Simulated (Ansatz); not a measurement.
# ZrSi2: one candidate structure

Aim: relax ZrSi2 from this start, ThSi2 type (I4_1/amd, No. 141), and see where it ends.

Method: DFT PBE, scalar-relativistic, plane waves, PAW, in Ansatz 0.2.0.

## Step 1: The starting structure

It takes space group I4_1/amd (No. 141, tetragonal). Conventional cell: a = 3.873 Å, b = 3.873 Å, c = 13.465 Å, α = 90.00°, β = 90.00°, γ = 90.00°. Zr (site symmetry -4m2) is surrounded by 12 Si at 2.96 Å. Si (site symmetry 2mm) has 3 Si at 2.24 to 2.25 Å and 6 Zr at 2.96 Å as nearest neighbours.

As a file:

```cif
data_structure
_symmetry_space_group_name_H-M 'I4_1/amd:1'
_symmetry_Int_Tables_number 141
_cell_length_a 3.8725
_cell_length_b 3.8725
_cell_length_c 13.4647
_cell_angle_alpha 90.000
_cell_angle_beta 90.000
_cell_angle_gamma 90.000
_cell_volume 201.92
loop_
_atom_site_label
_atom_site_type_symbol
_atom_site_symmetry_multiplicity
_atom_site_Wyckoff_symbol
_atom_site_fract_x
_atom_site_fract_y
_atom_site_fract_z
_atom_site_occupancy
Zr1 Zr 4 a 0.00000 0.00000 0.00000 1
Si1 Si 8 e 0.00000 0.00000 0.41650 1
```

## Step 2: Probe: one point at the start

Contents of input.yaml:

```yaml
crystal:
  lattice:
    - [-1.936266944, 1.936266944, 6.7323522972]
    - [1.936266944, -1.936266944, 6.7323522972]
    - [1.936266944, 1.936266944, -6.7323522972]
  atoms:
    - { symbol: Zr, position: [0.0, 0.0, 0.0] }
    - { symbol: Zr, position: [0.75, 0.25, 0.5] }
    - { symbol: Si, position: [0.4165, 0.4165, 0.0] }
    - { symbol: Si, position: [0.1665, 0.6665, 0.5] }
    - { symbol: Si, position: [0.3335, 0.8335, 0.5] }
    - { symbol: Si, position: [0.5835, 0.5835, 0.0] }
basis:
  ecutwfc: 420
kpoints:
  mp_grid: { grid: [6, 6, 6] }
hamiltonian:
  xc: pbe
scf:
  occupations: { method: gaussian, width: 0.1 }
  lower_state_search: "off"
output:
  forces: true
  stress: true
  eigenvalues: true
```

Started as:

```sh
> ansatz run input.yaml --threads 1 --pin off --max-ram 2560MiB --backend cpu --events-out ev --progress --plain --runs-dir out
```

What it wrote (excerpt; [...] marks lines left out):

```text
Warning: RAYON_NUM_THREADS=1 ignored (pool sized by the plan → 1); use --threads N
[...]
Pseudopotentials: kind: paw
Pseudopotential: Zr, paw, valence charge 12, recommended cutoff 420 eV (normal), Zr.paw.azcp
Pseudopotential: Si, paw, valence charge 4, recommended cutoff 420 eV (normal), Si.paw.azcp
Functional definition: PBE
[...]
Crystal: 6 atoms, lattice volume = 100.962 Å³
Basis set: ecut = 420 eV, 1987 PW (Γ), FFT grids on a1+a3, a2+a3, a3, exchange–correlation on 54×54×100 points (8 copies of the dense FFT grid, shifted against one another)
Bands: 26, of which v1, the nominal top of the filled ones, is band 20 counted from 1 (19 counted from 0)
Symmetry: 16 space group operations
Space group: I41/amd (ITA 141), of the structure as read, at distance tolerance 4.7e-5 Å
k-points: 30 of 216
[...]
SCF iter   1: F=—  HF=-10912.231015 eV  |F-HF|=—  |Δ(HF+E_count)|=         —  Δρ=2.52e-3  dr2=9.20e-3  ethr=1.77e-3  ⟨swp⟩=6.0  Hψ=3799  notcnv=0
[...]
SCF iter   6: F=-10912.228349 eV  HF=-10912.228349 eV  |F-HF|=1.64e-10  |Δ(HF+E_count)|=   1.19e-8  Δρ=2.29e-6  dr2=4.59e-9  ethr=2.50e-10  ⟨swp⟩=7.2  Hψ=3337  notcnv=0
[...]
SCF converged after 6 iterations
Free energy (F): -10912.228349 eV
[...]
E sigma→0 (E₀):  -10912.219302 eV
Entropy (-TS):   -0.018094 eV (-3.016 meV/atom)
Fermi energy:    13.102580 eV
[...]
--- Forces (eV/Å), atoms counted from 1 ---
  atom   1  Zr    -0.00000000    -0.00000000     0.00000000
  atom   2  Zr     0.00000000     0.00000000     0.00000000
  atom   3  Si     0.00000000    -0.00000000     0.13671733
  atom   4  Si     0.00000000     0.00000000     0.13671733
  atom   5  Si     0.00000000     0.00000000    -0.13671733
  atom   6  Si    -0.00000000     0.00000000    -0.13671733
[...]
--- Stress (GPa, compression-positive) ---
       -0.947316       0.000000       0.000000
        0.000000      -0.947316      -0.000000
        0.000000       0.000000       8.667922
  P = ⅓ Tr σ = 2.2578 GPa (22.578 kbar)
--- Band table (eV; the first three rows and the last of 30) ---
  k-point 0: bands = ["-36.5370", "-36.5286", "-14.6704", "-14.5561", "-14.5561", "-14.5506", "-14.5506", "-14.5334", "-0.1121", "2.4653", "3.5249", "8.8131", "8.8131", "9.2006", "9.8272", "9.8806", "9.8806", "10.8065", "12.1757", "12.9639", "13.1503", "13.3824", "13.9910", "14.0002", [...]
[...]
```

Run time: 5 s. Hardware: 1 thread of Arm Neoverse V1, shared host; peak memory 0.36 GiB.

The probe gives pressure 2.3 GPa, largest force 0.14 eV/Å, gap on this mesh none (metal). By this gap the next run takes a mesh of 14×14×14.

## Step 3: The relaxation

input.yaml: that of step 2 with these lines changed.

```diff
@@ -15,3 +15,3 @@
 kpoints:
-  mp_grid: { grid: [6, 6, 6] }
+  mp_grid: { grid: [14, 14, 14] }
 hamiltonian:
@@ -20,3 +20,2 @@
   occupations: { method: gaussian, width: 0.1 }
-  lower_state_search: "off"
 output:
@@ -25 +24,6 @@
   eigenvalues: true
+relax:
+  adjacent_minimum: "off"
+  f_tol: 0.01
+  max_steps: 80
+  cell: { stress_tol: 0.05 }
```

Started as:

```sh
> ansatz run input.yaml --threads 1 --pin off --max-ram 2560MiB --backend cpu --events-out ev --progress --plain --runs-dir out
```

What it wrote:

```text
Warning: RAYON_NUM_THREADS=1 ignored (pool sized by the plan → 1); use --threads N
basis.fft_grid_basis auto: the FFT boxes are laid along the combinations [[1, 0, 1], [0, 1, 1], [0, 0, 1]] of the cell's own vectors, 3.873, 3.873 and 7.268 Å long. The dense box has 27×27×50 points. Along the cell's own vectors, as sized, it would have 50×50×50, 3.43 times as many. Of the 16 symmetry operations that the crystal satisfies within crystal.symmetry.tolerance (time reversal apart; of a slab, those that keep its plane) the dense box along the cell's own vectors carries 16, and the one as laid loses 12 of those. basis.fft_grid_basis: typed keeps the cell's own vectors: state it where this run's energies or levels are differenced outside the engine with another run's, or held beside a run that keeps those vectors.
Engine: ansatz 0.2.0, aarch64-unknown-linux-gnu
[... 4 set-up lines as earlier in the session ...]
  parameter kappa = 0.804
  parameter beta = 0.06672455060314922
  exchange = pbe_x(kappa = kappa, mu = beta*pi^2/3)
  correlation = pbe_c(beta = beta)
Crystal: 6 atoms, lattice volume = 100.962 Å³
Basis set: ecut = 420 eV, 1987 PW (Γ), FFT grids on a1+a3, a2+a3, a3, exchange–correlation on 54×54×100 points (8 copies of the dense FFT grid, shifted against one another)
Bands: 26, of which v1, the nominal top of the filled ones, is band 20 counted from 1 (19 counted from 0)
[... 2 set-up lines as earlier in the session ...]
k-points: 244 of 2744
Non-local potential: Zr, projectors of the file, l = 0: 3, l = 1: 2, l = 2: 2, l = 3: 2
Non-local potential: Si, projectors of the file, l = 0: 2, l = 1: 2, l = 2: 2
PAW form: soft (Blöchl's): semilocal exchange-correlation on the pseudo side does not see the compensation charge
PAW one-centre angular grid: Zr, 590 points (default); XC on 64 Gauss nodes
PAW one-centre angular grid: Si, 110 points (default); XC on 64 Gauss nodes
Initial density: superposition of atomic densities (neutral atoms: chi_scale 0, normalization atom), corrected by the library's trained network
Initial wavefunctions: pseudopotential atomic-orbital guess
Functional: x = pbe(κ = 0.804, μ = 0.2195149727645171), c = pbe(β = 0.06672455060314922)
SCF iter   1: F=—  HF=-10912.240914 eV  |F-HF|=—  |Δ(HF+E_count)|=         —  Δρ=2.27e-3  dr2=8.20e-3  ethr=1.77e-3  ⟨swp⟩=6.0  Hψ=31474  notcnv=0
preconditioner: auto → Kerker (q_TF=auto, 2.338 Å⁻¹)  [metal: Δε(μ)=0.003 eV  Ē_g=6.564 eV  σ=0.100 eV  W_gap=0.01  n_scr=24 (ndim 8)  ℏωp=18.1 eV  f_vac=0.000  D(μ)=3.46/eV (n_scr^D=32)]
SCF iter   2: F=—  HF=-10912.238961 eV  |F-HF|=—  |Δ(HF+E_count)|=   1.95e-3  Δρ=1.27e-3  dr2=2.54e-3  ethr=2.05e-5  ⟨swp⟩=1.8  Hψ=9774  notcnv=0
SCF iter   3: F=—  HF=-10912.238408 eV  |F-HF|=—  |Δ(HF+E_count)|=   5.53e-4  Δρ=2.76e-4  dr2=1.37e-4  ethr=6.34e-6  ⟨swp⟩=2.0  Hψ=8588  notcnv=0
SCF iter   4: F=—  HF=-10912.238374 eV  |F-HF|=—  |Δ(HF+E_count)|=   3.40e-5  Δρ=7.85e-5  dr2=7.29e-6  ethr=3.43e-7  ⟨swp⟩=2.1  Hψ=9681  notcnv=0
SCF iter   5: F=—  HF=-10912.238396 eV  |F-HF|=—  |Δ(HF+E_count)|=   2.18e-5  Δρ=1.11e-5  dr2=2.20e-7  ethr=1.82e-8  ⟨swp⟩=2.1  Hψ=9810  notcnv=0
SCF iter   6: F=-10912.238396 eV  HF=-10912.238396 eV  |F-HF|=4.95e-10  |Δ(HF+E_count)|=   1.82e-8  Δρ=2.55e-6  dr2=5.38e-9  ethr=2.50e-10  ⟨swp⟩=7.5  Hψ=27345  notcnv=0
SCF 1 converged in 6 iterations: F = -10912.238396 eV  dr2 = 5.38e-9
relax step   1: F+E_penalty+E_count = -10912.23839593 eV  Δ(F+E_penalty+E_count) = +0.000e0 eV  max|allowed force component| = 1.366e-1 eV/Å  Δτ_max = 0.0000 Å  P = +2.299 GPa  Ω = 100.962 Å³  (6 SCF iters, dr2 threshold 1.00e-7 eV, accepted)
Crystal: 6 atoms, lattice volume = 100.741 Å³
Basis set: ecut = 420 eV, 1963 PW (Γ), FFT grids on a1+a3, a2+a3, a3, exchange–correlation on 54×54×100 points (8 copies of the dense FFT grid, shifted against one another)
Initial density: handed on by an earlier stage of this run
Initial wavefunctions: those handed on with the density
iter 1 solved again at ethr=1.45e-4 eV; its pass at ethr=3.10e-3 eV (dr2=5.78e-2 eV) is discarded
SCF iter   1: F=—  HF=-10912.482421 eV  |F-HF|=—  |Δ(HF+E_count)|=         —  Δρ=5.75e-3  dr2=5.82e-2  ethr=1.45e-4  ⟨swp⟩=1.0  Hψ=38875  notcnv=0
preconditioner: auto → Kerker (q_TF=auto, 2.339 Å⁻¹)  [metal: Δε(μ)=0.003 eV  Ē_g=6.557 eV  σ=0.100 eV  W_gap=0.02  n_scr=20 (ndim 8)  ℏωp=18.1 eV  f_vac=0.000  D(μ)=3.70/eV (n_scr^D=32)]
SCF iter   2: F=—  HF=-10912.470108 eV  |F-HF|=—  |Δ(HF+E_count)|=   1.23e-2  Δρ=3.51e-3  dr2=2.25e-2  ethr=1.45e-4  ⟨swp⟩=1.0  Hψ=6344  notcnv=0
SCF iter   3: F=—  HF=-10912.462555 eV  |F-HF|=—  |Δ(HF+E_count)|=   7.55e-3  Δρ=4.41e-4  dr2=1.94e-4  ethr=5.61e-5  ⟨swp⟩=2.1  Hψ=8602  notcnv=0
SCF iter   4: F=—  HF=-10912.462551 eV  |F-HF|=—  |Δ(HF+E_count)|=   3.90e-6  Δρ=1.24e-4  dr2=2.03e-5  ethr=4.85e-7  ⟨swp⟩=2.4  Hψ=10516  notcnv=0
SCF iter   5: F=—  HF=-10912.462549 eV  |F-HF|=—  |Δ(HF+E_count)|=   1.83e-6  Δρ=2.27e-5  dr2=6.24e-7  ethr=5.07e-8  ⟨swp⟩=2.6  Hψ=9972  notcnv=0
SCF iter   6: F=-10912.462549 eV  HF=-10912.462549 eV  |F-HF|=2.35e-9  |Δ(HF+E_count)|=   3.63e-9  Δρ=6.35e-6  dr2=3.68e-8  ethr=1.50e-9  ⟨swp⟩=6.0  Hψ=26235  notcnv=0
SCF 2 converged in 6 iterations: F = -10912.462549 eV  dr2 = 3.68e-8
relax step   2: F+E_penalty+E_count = -10912.46254935 eV  Δ(F+E_penalty+E_count) = -2.242e-1 eV  max|allowed force component| = 4.877e-2 eV/Å  Δτ_max = 0.0292 Å  P = +2.040 GPa  Ω = 100.741 Å³  energy of the carried Pulay correction = +4.205e-5 eV  (6 SCF iters, dr2 threshold 6.00e-7 eV, accepted)
Crystal: 6 atoms, lattice volume = 102.693 Å³
Basis set: ecut = 420 eV, 1989 PW (Γ), FFT grids on a1+a3, a2+a3, a3, exchange–correlation on 54×54×100 points (8 copies of the dense FFT grid, shifted against one another)
iter 1 solved again at ethr=1.16e-4 eV; its pass at ethr=3.10e-3 eV (dr2=4.64e-2 eV) is discarded
SCF iter   1: F=—  HF=-10912.714074 eV  |F-HF|=—  |Δ(HF+E_count)|=         —  Δρ=5.30e-3  dr2=4.68e-2  ethr=1.16e-4  ⟨swp⟩=1.0  Hψ=38776  notcnv=0
preconditioner: auto → Kerker (q_TF=auto, 2.332 Å⁻¹)  [metal: Δε(μ)=0.002 eV  Ē_g=6.421 eV  σ=0.100 eV  W_gap=0.01  n_scr=20 (ndim 8)  ℏωp=18.0 eV  f_vac=0.000  D(μ)=3.36/eV (n_scr^D=24)]
SCF iter   2: F=—  HF=-10912.704439 eV  |F-HF|=—  |Δ(HF+E_count)|=   9.63e-3  Δρ=3.21e-3  dr2=1.68e-2  ethr=1.16e-4  ⟨swp⟩=1.1  Hψ=6362  notcnv=0
SCF iter   3: F=—  HF=-10912.699034 eV  |F-HF|=—  |Δ(HF+E_count)|=   5.41e-3  Δρ=4.62e-4  dr2=3.23e-4  ethr=4.21e-5  ⟨swp⟩=2.4  Hψ=8769  notcnv=0
SCF iter   4: F=—  HF=-10912.699005 eV  |F-HF|=—  |Δ(HF+E_count)|=   2.89e-5  Δρ=1.61e-4  dr2=2.45e-5  ethr=8.06e-7  ⟨swp⟩=2.3  Hψ=9275  notcnv=0
SCF iter   5: F=-10912.699005 eV  HF=-10912.699005 eV  |F-HF|=2.02e-8  |Δ(HF+E_count)|=   3.58e-7  Δρ=1.96e-5  dr2=3.79e-7  ethr=1.50e-9  ⟨swp⟩=4.7  Hψ=33022  notcnv=0
SCF 3 converged in 5 iterations: F = -10912.699005 eV  dr2 = 3.79e-7
relax step   3: F+E_penalty+E_count = -10912.69900506 eV  Δ(F+E_penalty+E_count) = -2.365e-1 eV  max|allowed force component| = 1.074e-1 eV/Å  Δτ_max = 0.0166 Å  P = -0.359 GPa  Ω = 102.693 Å³  energy of the carried Pulay correction = -3.259e-4 eV  (5 SCF iters, dr2 threshold 6.00e-7 eV, accepted)
[... from here on, the SCF cycles and remarks between the steps are left out ...]
relax step   4: F+E_penalty+E_count = -10912.82648181 eV  Δ(F+E_penalty+E_count) = -1.275e-1 eV  max|allowed force component| = 2.599e-1 eV/Å  Δτ_max = 0.0340 Å  P = +5.904 GPa  Ω = 98.888 Å³  energy of the carried Pulay correction = +3.979e-4 eV  (6 SCF iters, dr2 threshold 6.00e-7 eV, accepted)
relax step   5: F+E_penalty+E_count = -10912.86825171 eV  Δ(F+E_penalty+E_count) = -4.177e-2 eV  max|allowed force component| = 2.091e-1 eV/Å  Δτ_max = 0.0153 Å  P = -2.834 GPa  Ω = 106.362 Å³  energy of the carried Pulay correction = -9.986e-4 eV  (5 SCF iters, dr2 threshold 6.00e-7 eV, accepted)
relax step   6: F+E_penalty+E_count = -10912.90849564 eV  Δ(F+E_penalty+E_count) = -4.024e-2 eV  max|allowed force component| = 2.174e-2 eV/Å  Δτ_max = 0.0051 Å  P = -0.153 GPa  Ω = 103.438 Å³  energy of the carried Pulay correction = -4.644e-4 eV  (5 SCF iters, dr2 threshold 6.00e-7 eV, accepted)
relax step   7: F+E_penalty+E_count = -10912.91060324 eV  Δ(F+E_penalty+E_count) = -2.108e-3 eV  max|allowed force component| = 3.101e-3 eV/Å  Δτ_max = 0.0022 Å  P = -0.010 GPa  Ω = 103.448 Å³  energy of the carried Pulay correction = -4.663e-4 eV  (4 SCF iters, dr2 threshold 6.00e-7 eV, accepted)
relax step   8: F+E_penalty+E_count = -10912.91061545 eV  Δ(F+E_penalty+E_count) = -1.221e-5 eV  max|allowed force component| = 4.088e-4 eV/Å  Δτ_max = 0.0001 Å  P = +0.000 GPa  Ω = 103.433 Å³  energy of the carried Pulay correction = -4.635e-4 eV  (3 SCF iters, dr2 threshold 9.01e-9 eV, accepted)
relax step   9: F+E_penalty+E_count = -10912.91936413 eV  Δ(F+E_penalty+E_count) = -8.749e-3 eV  max|allowed force component| = 1.463e-3 eV/Å  Δτ_max = 0.0000 Å  P = +0.075 GPa  Ω = 103.433 Å³  stress off target by 2.33e-1 GPa  SCF on the basis re-selected at this cell (its energy is not comparable with the rows above)  (5 SCF iters)
relax step  10: F+E_penalty+E_count = -10912.91946530 eV  Δ(F+E_penalty+E_count) = -1.012e-4 eV  max|allowed force component| = 4.388e-4 eV/Å  Δτ_max = 0.0004 Å  P = +0.002 GPa  Ω = 103.526 Å³  energy of the carried Pulay correction = -1.605e-5 eV  (4 SCF iters, dr2 threshold 1.36e-7 eV, accepted)
iter 1 solved again at ethr=6.48e-8 eV; its pass at ethr=3.10e-3 eV (dr2=2.59e-5 eV) is discarded
SCF iter   1: F=—  HF=-10912.919483 eV  |F-HF|=—  |Δ(HF+E_count)|=         —  Δρ=4.13e-6  dr2=1.38e-8  ethr=6.48e-8  ⟨swp⟩=3.3  Hψ=50646  notcnv=0
SCF iter   2: F=—  HF=-10912.919481 eV  |F-HF|=—  |Δ(HF+E_count)|=   1.35e-6  Δρ=2.55e-6  dr2=6.36e-9  ethr=3.44e-11  ⟨swp⟩=2.4  Hψ=9813  notcnv=0
SCF iter   3: F=—  HF=-10912.919481 eV  |F-HF|=—  |Δ(HF+E_count)|=  1.75e-10  Δρ=6.56e-7  dr2=4.42e-10  ethr=1.59e-11  ⟨swp⟩=2.0  Hψ=9171  notcnv=0
SCF iter   4: F=—  HF=-10912.919481 eV  |F-HF|=—  |Δ(HF+E_count)|=  1.46e-11  Δρ=3.35e-7  dr2=6.76e-11  ethr=1.11e-12  ⟨swp⟩=2.5  Hψ=9132  notcnv=0
SCF iter   5: F=-10912.919481 eV  HF=-10912.919481 eV  |F-HF|=0.00e0  |Δ(HF+E_count)|=  2.36e-11  Δρ=6.47e-8  dr2=3.76e-12  ethr=1.00e-12  ⟨swp⟩=4.7  Hψ=22665  notcnv=0
SCF 11 converged in 5 iterations: F = -10912.919481 eV  dr2 = 3.76e-12
relax step  11: F+E_penalty+E_count = -10912.91948119 eV  Δ(F+E_penalty+E_count) = -1.590e-5 eV  max|allowed force component| = 4.412e-4 eV/Å  Δτ_max = 0.0000 Å  P = +0.002 GPa  Ω = 103.526 Å³  stress off target by 5.14e-3 GPa  SCF on the basis re-selected at this cell (its energy is not comparable with the rows above)  (5 SCF iters)
basis re-selected at this cell: Δ(F+E_penalty+E_count) = -1.590e-5 eV, ΔP = +0.000 GPa vs the last step (what re-selecting the basis moved, of the pressure what is left beyond the Pulay correction that the steps carried, after the strain that the cell walked since its last selection, with what the two solves' SCF thresholds leave and, on support functions, any second-order correction that the steps lacked; it is no measure of the basis error at this ecutwfc). This SCF's stress stands 5.14e-3 GPa from its target on what of the cell is left free (relax.cell.stress_tol is 5.00e-2 GPa) and its largest allowed force component is 4.41e-4 eV/Å (relax.f_tol is 1.00e-2 eV/Å): within both
SCF converged after 5 iterations
Free energy (F): -10912.919481 eV
Harris-Foulkes:  -10912.919481 eV  (|F-HF|=0.00e0)
Internal energy: -10912.906726 eV  (E = F + TS)
E sigma→0 (E₀):  -10912.913104 eV
Entropy (-TS):   -0.012755 eV (-2.126 meV/atom)
Fermi energy:    12.440561 eV
--- Per-component energies (eV) ---
  E_band       = -145.305479
  E_kinetic    = 834.514348
  E_local      = -1507.864118  (includes V_loc(G=0)·N_el)
  E_nonlocal   = 262.970786
  E_hartree    = 505.222847
  E_xc         = -548.965769
  E_vxc        = -575.495974  (∫ρ·V_xc dr)
  E_paw        = -7958.588453  (= ΣΔE_a)
  E_vpaw       = -169.876309  (= ΣTr[D̂ρ^β])
  E_aug_tail   = 0.000075  (compensation charges beyond the density's cutoff)
  E_ewald      = -2500.196442
  E_smearing   = -0.012755  (= −TS)
  E_closure    = 0.000000  (closes the sum)
  Σ components = -10912.919481   (vs F -10912.919481, Δ=0.00e0)
--- Forces (eV/Å), atoms counted from 1 ---
  atom   1  Zr     0.00000000     0.00000000    -0.00000000
  atom   2  Zr    -0.00000000     0.00000000     0.00000000
  atom   3  Si     0.00000000     0.00000000    -0.00044120
  atom   4  Si    -0.00000000    -0.00000000    -0.00044120
  atom   5  Si    -0.00000000     0.00000000     0.00044120
  atom   6  Si     0.00000000    -0.00000000     0.00044120
  max |Σ_I F_I| component: 2.08e-17 eV/Å
--- Stress (GPa, compression-positive) ---
        0.000049       0.000000      -0.000000
        0.000000       0.000049      -0.000000
       -0.000000      -0.000000       0.005141
  P = ⅓ Tr σ = 0.0017 GPa (0.017 kbar)
--- Band table (eV; the first three rows and the last of 244) ---
  k-point 0: bands = ["-36.8965", "-36.8946", "-15.0846", "-15.0300", "-14.8497", "-14.8497", "-14.8490", "-14.8490", "-0.0270", "1.8836", "2.9553", "7.5088", "9.7663", "9.7663", "9.8409", "10.2064", "10.4111", "10.5212", "10.5212", "12.7127", "13.5290", "13.5290", "13.5548", "13.6023", "13.7073", "13.7073"]
  k-point 1: bands = ["-36.8955", "-36.8936", "-15.0814", "-15.0287", "-14.8588", "-14.8587", "-14.8574", "-14.8567", "0.0850", "1.9408", "3.0690", "7.5974", "8.9244", "9.2532", "9.9538", "10.0804", "10.0948", "10.8186", "11.0017", "12.5322", "12.6867", "13.1944", "13.7789", "13.8657", "13.9890", "14.2264"]
  k-point 2: bands = ["-36.8925", "-36.8908", "-15.0725", "-15.0249", "-14.8847", "-14.8834", "-14.8788", "-14.8783", "0.4049", "2.1154", "3.3679", "7.8013", "8.1613", "8.3081", "9.2847", "9.5146", "9.9147", "11.4709", "11.5272", "11.6294", "11.7404", "13.7542", "14.2461", "14.2810", "14.4677", "14.6916"]
  k-point 243: bands = ["-36.8956", "-36.8956", "-15.0575", "-15.0575", "-14.8525", "-14.8525", "-14.8463", "-14.8463", "0.5835", "0.5835", "5.1159", "5.1159", "9.7198", "9.7198", "10.1320", "10.1320", "10.5982", "10.5982", "12.5526", "12.5526", "13.2495", "13.2495", "13.7007", "13.7007", "13.9827", "13.9827"]
--- Relaxed structure (9 steps of the walk, 9 accepted, 2 SCFs on fresh bases) ---
  F+E_penalty+E_count = -10912.91948119 eV   max|allowed force component| = 4.412e-4 eV/Å   (the final SCF, on the basis selected at the relaxed cell)
  cell:  # Å, volume = 103.5257 Å³
    - [-1.8199355856443267, 1.8199355856443267, 7.814049691355579]
    - [1.8199355856443267, -1.8199355856443267, 7.814049691355579]
    - [1.8199355856443267, 1.8199355856443267, -7.814049691355579]
  atoms:
    - { symbol: Zr, position: [1.288348707403715e-19, 1.2883487074037087e-19, -4.363947277545851e-34] }
    - { symbol: Zr, position: [0.7500000000000002, 0.25, 0.5000000000000001] }
    - { symbol: Si, position: [0.42186795892739265, 0.42186795892739265, -5.7605389486593085e-34] }
    - { symbol: Si, position: [0.1718679589273928, 0.6718679589273928, 0.5] }
    - { symbol: Si, position: [0.32813204107260746, 0.8281320410726074, 0.5] }
    - { symbol: Si, position: [0.5781320410726075, 0.5781320410726075, 9.238591403205309e-34] }
```

Wall time 7.5 min (1 thread of Arm Neoverse V1, shared host); peak memory 0.75 GiB.

Relaxation path:

| step | energy from step 1 (eV/cell) | largest force component (eV/Å) | pressure (GPa) | volume (Å³) |
| --- | --- | --- | --- | --- |
| 1 | 0.0000 | 0.1366 | 2.30 | 100.96 |
| 2 | -0.2242 | 0.0488 | 2.04 | 100.74 |
| 3 | -0.4606 | 0.1074 | -0.36 | 102.69 |
| 4 | -0.5881 | 0.2599 | 5.90 | 98.89 |
| 5 | -0.6299 | 0.2091 | -2.83 | 106.36 |
| 6 | -0.6701 | 0.0217 | -0.15 | 103.44 |
| 7 | -0.6722 | 0.0031 | -0.01 | 103.45 |
| 8 | -0.6722 | 0.0004 | 0.00 | 103.43 |
| 9 | -0.6810 | 0.0015 | 0.07 | 103.43 |
| 10 | -0.6811 | 0.0004 | 0.00 | 103.53 |
| 11 | -0.6811 | 0.0004 | 0.00 | 103.53 |

Step 1 is the start. Steps 9, 11 each repeat the geometry before them on a plane-wave basis chosen anew, so the energy can jump there without any move.

Lengths and angles in the start's conventional setting:

|  | before | after | change |
| --- | --- | --- | --- |
| a (Å) | 3.873 | 3.640 | -6.0 % |
| b (Å) | 3.873 | 3.640 | -6.0 % |
| c (Å) | 13.465 | 15.628 | +16.1 % |
| volume (Å³/atom) | 16.83 | 17.25 | +2.5 % |
| shortest distance (Å) | 2.236 | 2.336 | +4.5 % |
| space group (0.01 Å) | I4_1/amd | I4_1/amd | same |

The run keeps the 16 symmetry operations of the start, so it could not have lowered the symmetry.

## Step 4: Results

Formation energies count from the elements, computed with the same settings in runs not shown here.

```
                          quantity                                                                       value
               cell (conventional)  a = 3.640 Å, b = 3.640 Å, c = 15.628 Å, α = 90.00°, β = 90.00°, γ = 90.00°
                       space group                                                          I4_1/amd (No. 141)
                            volume                                                               17.25 Å³/atom
                   gap on the mesh                                                                none (metal)
formation energy from the elements                                                              -0.334 eV/atom
```

What this shows: The space group stayed I4_1/amd, and from the first guess the volume went from 16.83 to 17.25 Å³/atom. With -0.33 eV/atom it lies under the elements, which doesn't yet make it stable against other compounds of them.
